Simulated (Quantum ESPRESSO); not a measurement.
Input of a Quantum ESPRESSO 7.5 run:

Contents of pw.in:

```
&CONTROL
  calculation = 'scf'
  prefix = 'pwscf'
  outdir = './tmp'
  pseudo_dir = './pseudo'
  tprnfor = .true.
  tstress = .true.
  disk_io = 'nowf'
/
&SYSTEM
  ibrav = 0
  nat = 1
  ntyp = 1
  ecutwfc = 68
  nbnd = 15
  occupations = 'smearing'
  smearing = 'fd'
  degauss = 0.00367493
/
&ELECTRONS
  conv_thr = 2d-10
  electron_maxstep = 120
  mixing_beta = 0.5
/
ATOMIC_SPECIES
Ir   192.2170 Ir_ONCV_PBE-1.2.upf
CELL_PARAMETERS angstrom
   0.0000000000    1.9156000000    1.9156000000
   1.9156000000    0.0000000000    1.9156000000
   1.9156000000    1.9156000000    0.0000000000
ATOMIC_POSITIONS crystal
Ir     0.0000000000    0.0000000000    0.0000000000
K_POINTS automatic
7 7 7 0 0 0
```

Potentials or basis: SG15 PBE 1.2.

Launch:

```sh
$ OMP_NUM_THREADS=1 mpirun -n 2 pw.x -nk 2 -in pw.in > pw.out
```

**Question.** Predict the band gap on the k mesh.

**Answer.** None (metal or under the smearing width).

**Question.** Estimate the pressure.

**Answer.** 9.7 GPa.

Caveat: the k mesh is coarse (spacing up to 0.41 Å⁻¹), so the values aren't converged. The run has no spin-orbit coupling, so splittings on Ir are missing.
